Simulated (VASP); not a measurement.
# KCl (Sylvite) (Fm-3m) in VASP: a series of runs

The runs below take KCl (Sylvite) through single point, with PBEsol.

Program: VASP 6.6.1. These are calculated values, not measurements. Logs are shortened: lines on timing, memory, paths and dates and some standing lists are left out, and cuts for length are marked.

**What was measured.**

From a printed reference work, monograph, for a bulk crystal of KCl: band gap 8.68 eV.

The runs below are set against these values where they give the same quantity.

## (1) The cell of the first run

It takes space group Fm-3m (No. 225, cubic). Conventional cell: a = 6.164 Å, b = 6.164 Å, c = 6.164 Å, α = 90.00°, β = 90.00°, γ = 90.00°. K (site symmetry m-3m) has 6 Cl at 3.08 Å within 4.1 Å. Within 4.1 Å of Cl (site symmetry m-3m) lie 6 K at 3.08 Å.

## (2) Single point, PBEsol

INCAR reads:

```
SYSTEM = KCl
ALGO = Normal
EDIFF = 1E-6
ENCUT = 520
GGA = PS
ISIF = 2
ISMEAR = 0
LASPH = .True.
LCHARG = .True.
LELF = .True.
LREAL = .False.
LVHAR = .True.
LWAVE = .False.
NBANDS = 15
NELM = 60
PREC = Accurate
SIGMA = 0.01
```

KPOINTS reads:

```
k-points
0
Gamma
  5 5 5
  0 0 0
```

POSCAR reads:

```
KCl
1.0
    0.0000000000      3.0822383035      3.0822383035
    3.0822383035      0.0000000000      3.0822383035
    3.0822383035      3.0822383035      0.0000000000
K Cl
1 1
Direct
    0.0000000000      0.0000000000      0.0000000000
    0.5000000000      0.5000000000      0.5000000000
```

Potentials or basis: VASP PAW PBE potentials, release 64 (K_sv, Cl).

Command:

```sh
$ cat potpaw_PBE.64/K_sv/POTCAR potpaw_PBE.64/Cl/POTCAR > POTCAR
$ mpirun -np 1 vasp_std > vasp.out
```

OUTCAR:

```text
SYSTEM = KCl
   EDIFF = 1E-6
   ENCUT = 520
   GGA = PS
   ISIF = 2
   ISMEAR = 0
   LASPH = .True.
   LREAL = .False.
   NELM = 60
   PREC = Accurate

 ion  position               nearest neighbor table
   1  0.000  0.000  0.000-   2 3.08   2 3.08   2 3.08   2 3.08   2 3.08   2 3.08
   2  0.500  0.500  0.500-   1 3.08   1 3.08   1 3.08   1 3.08   1 3.08   1 3.08

  LATTYP: Found a face centered cubic cell.
 ALAT       =     6.1644766070

  Lattice vectors:

 A1 = (   0.0000000000,   3.0822383035,   3.0822383035)
 A2 = (   3.0822383035,   0.0000000000,   3.0822383035)
 A3 = (   3.0822383035,   3.0822383035,   0.0000000000)

Analysis of symmetry for initial positions (statically):
=====================================================================
 Subroutine PRICEL returns:
 Original cell was already a primitive cell.

 Routine SETGRP: Setting up the symmetry group for a
 face centered cubic supercell.

 Subroutine GETGRP returns: Found 48 space group operations
 (whereof 48 operations were pure point group operations)
 out of a pool of 48 trial point group operations.

The static configuration has the point symmetry O_h .

Analysis of symmetry for dynamics (positions and initial velocities):
=====================================================================
 Subroutine PRICEL returns:
 Original cell was already a primitive cell.

 Routine SETGRP: Setting up the symmetry group for a
 face centered cubic supercell.

 Subroutine GETGRP returns: Found 48 space group operations
 (whereof 48 operations were pure point group operations)
 out of a pool of 48 trial point group operations.

The dynamic configuration has the point symmetry O_h .

 Subroutine INISYM returns: Found 48 space group operations
 (whereof 48 operations are pure point group operations),
 and found     1 'primitive' translations

----------------------------------------------------------------------------------------

                                     Primitive cell

  volume of cell :      58.5637

  direct lattice vectors                    reciprocal lattice vectors
     0.000000000  3.082238304  3.082238304    -0.162219774  0.162219774  0.162219774
     3.082238304  0.000000000  3.082238304     0.162219774 -0.162219774  0.162219774
     3.082238304  3.082238304  0.000000000     0.162219774  0.162219774 -0.162219774

  length of vectors
     4.358943211  4.358943211  4.358943211     0.280972890  0.280972890  0.280972890

  position of ions in fractional coordinates (direct lattice)
     0.000000000  0.000000000  0.000000000
     0.500000000  0.500000000  0.500000000

  ion indices of the primitive-cell ions
   primitive index   ion index
                 1           1
                 2           2

----------------------------------------------------------------------------------------

 KPOINTS: k-points

Automatic generation of k-mesh.
 Grid dimensions read from file:
 generate k-points for:    5    5    5

 Generating k-lattice:

  Cartesian coordinates                     Fractional coordinates (reciprocal lattice)
    -0.032443955  0.032443955  0.032443955     0.200000000  0.000000000  0.000000000
     0.032443955 -0.032443955  0.032443955     0.000000000  0.200000000  0.000000000
     0.032443955  0.032443955 -0.032443955     0.000000000  0.000000000  0.200000000

  Length of vectors
     0.056194578  0.056194578  0.056194578

  Shift w.r.t. Gamma in fractional coordinates (k-lattice)
     0.000000000  0.000000000  0.000000000

 Subroutine IBZKPT returns following result:
 ===========================================

 Found     10 irreducible k-points:

 Following reciprocal coordinates:
            Coordinates               Weight
  0.000000  0.000000  0.000000      1.000000
  0.200000  0.000000  0.000000      8.000000
  0.400000  0.000000  0.000000      8.000000
  0.200000  0.200000  0.000000      6.000000
  0.400000  0.200000  0.000000     24.000000
 -0.400000  0.200000  0.000000     24.000000
 -0.200000  0.200000  0.000000     12.000000
  0.400000  0.400000  0.000000      6.000000
 -0.400000  0.400000  0.000000     12.000000
 -0.400000  0.400000  0.200000     24.000000
   k-points           NKPTS =     10   k-points in BZ     NKDIM =     10   number of bands    NBANDS=     15
   number of dos      NEDOS =    301   number of ions     NIONS =      2
   total plane-waves  NPLWV =  32768
   dimension x,y,z NGX =    32 NGY =   32 NGZ =   32
   dimension x,y,z NGXF=    64 NGYF=   64 NGZF=   64
   ions per type =               1   1
   NGX,Y,Z   is equivalent  to a cutoff of  12.20, 12.20, 12.20 a.u.
   NGXF,Y,Z  is equivalent  to a cutoff of  24.41, 24.41, 24.41 a.u.
 SYSTEM =  KCl
   PREC   = accura    normal or accurate (medium, high low for compatibility)
   ISTART =      0    job   : 0-new  1-cont  2-samecut
   ICHARG =      2    charge: 1-file 2-atom 10-const
   ISPIN  =      1    spin polarized calculation?
   LNONCOLLINEAR =      F non collinear calculations
   LSORBIT =      F    spin-orbit coupling
   LASPH  =      T    aspherical Exc in radial PAW
   ENCUT  =  520.0 eV  38.22 Ry    6.18 a.u.   8.10  8.10  8.10*2*pi/ulx,y,z
   NELM   =     60;   NELMIN=  2; NELMDL= -5     # of ELM steps
   EDIFF  = 0.1E-05   stopping-criterion for ELM
   LREAL  =      F    real-space projection
   EDIFFG = 0.1E-04   stopping-criterion for IOM
   NSW    =      0    number of steps for IOM
   IBRION =     -1    ionic relax: 0-MD 1-quasi-New 2-CG
   NFREE  =      0    steps in history (QN), initial steepest desc. (CG)
   ISIF   =      2    stress and relaxation
   ISYM   =      2    0-nonsym 1-usesym 2-fastsym
   POTIM  = 0.5000    time-step for ionic-motion
   TEBEG  =    0.0;   TEEND  =   0.0 temperature during run
   PSTRESS=    0.0 pullay stress
   NELECT =      16.0000    total number of electrons
   NUPDOWN=      -1.0000    fix difference up-down
   EMIN   =  10.00;   EMAX   =-10.00  energy-range for DOS
   EFERMI =   0.00;   METHOD = LEGACY
   ISMEAR =     0;   SIGMA  =   0.01  broadening in eV -4-tet -1-fermi 0-gaus
   EFERMI_NEDOS =   21; number of points for ismear=-14 and -15
   IALGO  =     38    algorithm
   IMIX   =      4    mixing-type and parameters
     AMIX     =   0.40;   BMIX     =  1.00
     AMIX_MAG =   1.60;   BMIX_MAG =  1.00
  volume/ion in A,a.u.               =      29.28       197.60
  Fermi-wavevector in a.u.,A,eV,Ry     =   1.062279  2.007416 15.353314  1.128437
  Thomas-Fermi vector in A             =   2.197724
   LORBIT       =      0    0 simple, 1 ext, 2 COOP (PROOUT), +10 PAW based schemes
   GGA     = PS    functional components
   LHFCALC =     F    Hartree Fock is set to
   AEXX    =    0.0000 exact exchange contribution
   IVDW    =     0    specifies the selected vdW correction
   LEPSILON=     F    determine dielectric tensor
   LRPA    =     F    only Hartree local field effects (RPA)
 non-spin polarized calculation
 Gauss-broadening in eV      SIGMA  =   0.01
  energy-cutoff  :      520.00
  volume of cell :       58.56
 maximum number of plane-waves:      1596
   NGX = 17   NGY = 17   NGZ = 17

 number of electron      16.0000000 magnetization

 Free energy of the ion-electron system (eV)
  ---------------------------------------------------
  ext. energy  EPLUGINS =         0.00000000
  ---------------------------------------------------
  free energy    TOTEN  =        -7.01646356 eV

  energy without entropy =       -7.01646356  energy(sigma->0) =       -7.01646356

 E-fermi :  -1.6063     XC(G=0):  -7.9911

 val. band max:       -1.6503623642   @ k =   0.0000   0.0000   0.0000
 cond. band min:       3.5749646956   @ k =   0.0000   0.0000   0.0000
 fundamental gap:      5.2253270598
 Fermi energy:        -1.6063382529

 k-point     1 :       0.0000    0.0000    0.0000
  band No.  band energies     occupation
      1     -28.5501      2.00000
      2     -13.8171      2.00000
      3     -12.0782      2.00000
      4     -12.0782      2.00000
      5     -12.0782      2.00000
      6      -1.6504      2.00000
      7      -1.6504      2.00000
      8      -1.6504      2.00000
      9       3.5750      0.00000
     10       6.6598      0.00000
     11       6.6598      0.00000
     12       6.6598      0.00000
     13       7.5849      0.00000
     14       7.5849      0.00000
     15      11.2968      0.00000

 k-point     2 :       0.2000    0.0000    0.0000
  band No.  band energies     occupation
      1     -28.5448      2.00000
      2     -13.8964      2.00000
      3     -12.0821      2.00000
      4     -12.0821      2.00000
      5     -11.9765      2.00000
      6      -2.1360      2.00000
      7      -1.7919      2.00000
      8      -1.7919      2.00000
      9       4.5048      0.00000
     10       6.4575      0.00000
     11       7.1872      0.00000
     12       7.1872      0.00000
     13       8.1746      0.00000
     14       8.1746      0.00000
     15      12.5360      0.00000

 k-point     3 :       0.4000    0.0000    0.0000
  band No.  band energies     occupation
      1     -28.5362      2.00000
      2     -14.0101      2.00000
      3     -12.0883      2.00000
      4     -12.0883      2.00000
      5     -11.8250      2.00000
      6      -2.7589      2.00000
      7      -2.0043      2.00000
      8      -2.0043      2.00000
      9       5.7794      0.00000
     10       6.8743      0.00000
     11       8.5425      0.00000
     12       8.5425      0.00000
     13       9.4940      0.00000
     14       9.4940      0.00000
     15      11.1250      0.00000
[... 91 lines left out ...]
 k-point     9 :      -0.4000    0.4000    0.0000
  band No.  band energies     occupation
      1     -28.5305      2.00000
      2     -13.7791      2.00000
      3     -12.2458      2.00000
      4     -12.1363      2.00000
      5     -12.0603      2.00000
      6      -2.3023      2.00000
      7      -2.1608      2.00000
      8      -1.9538      2.00000
      9       5.2385      0.00000
     10       7.5465      0.00000
     11       7.7818      0.00000
     12       8.7909      0.00000
     13       9.1446      0.00000
     14       9.8447      0.00000
     15      10.9776      0.00000

 k-point    10 :      -0.4000    0.4000    0.2000
  band No.  band energies     occupation
      1     -28.5314      2.00000
      2     -13.8446      2.00000
      3     -12.1833      2.00000
      4     -12.1722      2.00000
      5     -11.9714      2.00000
      6      -2.4126      2.00000
      7      -2.0813      2.00000
      8      -2.0715      2.00000
      9       5.8877      0.00000
     10       6.7016      0.00000
     11       7.9879      0.00000
     12       8.8969      0.00000
     13       9.7514      0.00000
     14       9.7871      0.00000
     15      10.6974      0.00000

------------------------ aborting loop because EDIFF is reached ----------------------------------------

  FORCE on cell =-STRESS in cart. coord.  units (eV):
  Direction    XX          YY          ZZ          XY          YZ          ZX
  --------------------------------------------------------------------------------------
  -------------------------------------------------------------------------------------
  Total        0.3052688      0.3052688      0.3052688      0.0000000     -0.0000000     -0.0000000
  in kB        8.3514977      8.3514977      8.3514977      0.0000000     -0.0000000     -0.0000000
  external PRESSURE =       8.3514977 kB  Pullay stress =       0.0000000 kB

 VOLUME and BASIS-vectors are now :
 -----------------------------------------------------------------------------
  energy-cutoff  :      520.00
  volume of cell :       58.56
      direct lattice vectors                 reciprocal lattice vectors
     0.000000000  3.082238304  3.082238304    -0.162219774  0.162219774  0.162219774
     3.082238304  0.000000000  3.082238304     0.162219774 -0.162219774  0.162219774
     3.082238304  3.082238304  0.000000000     0.162219774  0.162219774 -0.162219774

 POSITION                                       TOTAL-FORCE (eV/Angst)
 -----------------------------------------------------------------------------------
      0.00000      0.00000      0.00000        -0.000000     -0.000000     -0.000000
      3.08224      3.08224      3.08224         0.000000      0.000000      0.000000
 -----------------------------------------------------------------------------------
    total drift:                                0.000000     -0.000000     -0.000000

  FREE ENERGIE OF THE ION-ELECTRON SYSTEM (eV)
  ---------------------------------------------------
  free  energy   TOTEN  =        -7.0164635646 eV

  energy  without entropy=       -7.0164635646  energy(sigma->0) =       -7.01646356
```

Run time: 7.9 s. Hardware: 1 thread of Intel Xeon Platinum 8259CL at 2.50GHz (Skylake/Cascade Lake), shared host; peak memory 0.17 GiB.

What came out:

| Item | Value |
| --- | --- |
| Free energy | -7.0165 eV |
| Pressure | 0.8 GPa |
| Band gap on the k mesh | 5.23 eV, direct |

Levels at points of the mesh, in eV from the valence-band top:
```tsv
k point	band 4	band 5	band 6	band 7	band 8	band 9	band 10	band 11	band 12	band 13
(0.00, 0.00, 0.00)	-10.43	-10.43	0.00	0.00	0.00	5.23	8.31	8.31	8.31	9.24
```

Caveat: the PAW data sets were made with another functional, which shifts forces and pressure a little.

## (3) Single point, PBEsol

This run uses another cell than the first one, of 29.90 Å³/atom, 1.021 times its volume.

INCAR reads:

```
SYSTEM = KCl
PREC = Accurate
ENCUT = 520
EDIFF = 1E-7
ISMEAR = 0
SIGMA = 0.01
LREAL = .FALSE.
LASPH = .TRUE.
NELM = 60
ALGO = Normal
ISIF = 2
LWAVE = .FALSE.
LCHARG = .TRUE.
GGA = PS
LELF = .TRUE.
LVHAR = .TRUE.
NBANDS = 15
```

KPOINTS reads:

```
regular mesh
0
G
  5 5 5
  0 0 0
```

POSCAR reads:

```
KCl
1.0
    0.0000000000      3.1039449222      3.1039449222
    3.1039449222      0.0000000000      3.1039449222
    3.1039449222      3.1039449222      0.0000000000
K Cl
1 1
Direct
    0.0000000000      0.0000000000      0.0000000000
    0.5000000000      0.5000000000      0.5000000000
```

Potentials or basis: VASP PAW PBE potentials, release 64 (K_sv, Cl).

Command:

```sh
$ cat potpaw_PBE.64/K_sv/POTCAR potpaw_PBE.64/Cl/POTCAR > POTCAR
$ mpirun -np 1 vasp_std > vasp.out
```

It took 12 s on 1 thread of Intel Xeon Platinum 8259CL at 2.50GHz (Skylake/Cascade Lake), shared host; peak memory 0.2 GiB.

The run converged. Its results:

```
Free energy            : -7.0215 eV
Pressure               : 0.4 GPa
Band gap on the k mesh : 5.15 eV, direct
```

Levels at points of the mesh, in eV from the valence-band top:
| k point | band 6 | band 7 | band 8 | band 9 | band 10 | band 11 |
| --- | --- | --- | --- | --- | --- | --- |
| (0.00, 0.00, 0.00) | 0.00 | 0.00 | 0.00 | 5.15 | 8.31 | 8.31 |

Caveat: the PAW data sets were made with another functional, which shifts forces and pressure a little.

## (4) Comparison with measurements

Step 2. Measured gap of KCl: 8.68 eV (a printed reference work, monograph). This calculation gives 5.23 eV (-3.45 eV). The value is that of PBEsol, without temperature or zero-point motion. Semilocal functionals fall short of measured gaps as a rule.

Step 3. A measured gap of KCl is 8.68 eV (a printed reference work, monograph); the calculated 5.15 eV misses it by -3.53 eV. The value is that of PBEsol, without temperature or zero-point motion. Semilocal functionals fall short of measured gaps as a rule.
